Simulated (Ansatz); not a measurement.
**Phases of La at 65 GPa**

Structure types of La are relaxed in primitive cells with their symmetry kept at 65 GPa, first on PAW files, then by LAPW. The enthalpy is E + pV at zero temperature, without zero-point motion. Only the types listed were tried, and differences under about 5 meV/atom are mesh noise. Not among the end structures: fcc, which may lie lower.

Computed with Ansatz 0.2.0; functional PBE, scalar-relativistic. Settings: Fermi–Dirac smearing of 0.05 eV, no spin polarisation. Methods: LAPW: all electrons, basis error target 0.5 meV/atom; PAW: frozen-core files, cutoff 420 eV.

k meshes: bcc 16×16×16, hcp 15×15×8, diamond 12×12×12, simple hexagonal 15×15×14, beta tin 15×15×15.

Spin–orbit coupling is left out, which matters for the heavy atoms.

Q: Order the types by LAPW enthalpy, lowest first.
A. beta tin
B. simple hexagonal
C. diamond
D. bcc
E. hcp

A: E (0 meV/atom), D (281 meV/atom), B (402 meV/atom), A (539 meV/atom), C (3092 meV/atom).

```csv
start type,ends as,"a, b, c (Å)",V (Å³/atom),"H − H(lowest), LAPW (meV/atom)","same, PAW"
bcc,"bcc, Im-3m","3.323, 3.323, 3.323",18.35,281.1,278.8
hcp,"hcp, P6_3/mmc","2.907, 2.907, 4.899",17.92,0.0,0.0
diamond,"diamond, Fd-3m","5.749, 5.749, 5.749",23.75,3092.4,3092.0
simple hexagonal,"simple hexagonal, P6/mmm","2.837, 2.837, 2.657",18.52,401.7,402.8
beta tin,"beta tin, I4_1/amd","5.115, 5.115, 2.922",19.11,538.6,537.5
```

Q: Split the lead of hcp over bcc into energy and pV.

A: For bcc less hcp: ΔE = +106.5 meV/atom, and p·ΔV = 65 GPa × +0.4302 Å³ × 6.242 meV/(GPa·Å³) = +174.5 meV/atom, together 281.0 meV/atom. hcp wins on both counts.
